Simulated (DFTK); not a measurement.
## Fe in DFTK: the effect of functional

Fe:

```
CELL_PARAMETERS angstrom
0.00000 1.94174 1.96511
1.49844 0.00000 1.96511
1.49844 1.94174 0.00000
ATOMIC_POSITIONS crystal
Fe 0.00000 0.00000 0.00000
```

Alike in all runs:

| Property | Result |
| --- | --- |
| Program | DFTK 0.8.2 |
| Task | band structure |
| Potentials or basis | SG15 1.2 (PBE) |
| Cutoff | 1225 eV |
| k mesh | 7 × 7 × 7 |
| Occupations | fermi-dirac, width 0.05 eV |
| Spin | collinear spin, ferromagnetic start |
| Starting moments | [3.0] μB |

```csv
functional,pressure (GPa),moment (μB)
LDA,?,?
PBEsol,-8.5,2.28
r2SCAN,14.0,2.86
SCAN,12.2,2.87
TASK,20.8,2.87
```

Question: What does the run with functional LDA give?

Answer: Pressure -19.6 GPa; moment 2.23 μB.

Caveats: all runs use coarse meshes; the potentials were made for another functional, which shifts forces and pressure.
